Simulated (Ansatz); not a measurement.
Crystal: Al2O3.

```xyz
10
Lattice="4.6138 0.0000 0.0000 0.0000 9.5633 0.0000 0.0000 0.0000 3.1199" Properties=species:S:1:pos:R:3 pbc="T T T"
Al    4.5352    7.8856    0.0000
Al    0.0785    1.6777    0.0000
Al    2.2283    6.4593    1.5599
Al    2.3854    3.1040    1.5599
O     2.3069    4.7816    1.5599
O     0.5704    7.2016    1.5599
O     1.7365    2.4200    0.0000
O     2.8773    7.1433    0.0000
O     0.0000    0.0000    0.0000
O     4.0434    2.3617    1.5599
```

Measurements of this composition are mostly on another form, of space group No. 167.

Base run:

```yaml
Program: Ansatz 0.2.0
Functional: LDA
Potentials_or_basis: Ansatz PAW
Cutoff: 420 eV
Density_cutoff: 1680 eV
k_mesh: 6 × 4 × 8
Occupations: fixed
Spin: no spin polarisation
```

Its results: band gap on the k mesh 3.36 eV, direct; pressure -6.5 GPa; largest force 0.203 eV/Å.

Q: The run is repeated on the same cell with these changes: functional from LDA to r2SCAN; cutoff from 420 eV to 500 eV; density cutoff from 1680 eV to 2000 eV; level from lda to r2scan. What comes out?

A: Band gap on the k mesh 4.12 eV, direct; pressure -4.1 GPa; largest force 0.209 eV/Å.

Caveats: the PAW data sets come from PBE, with cores solved anew for the run's functional, which leaves a small shift of forces and pressure.

Not every run made on this cell is shown here.
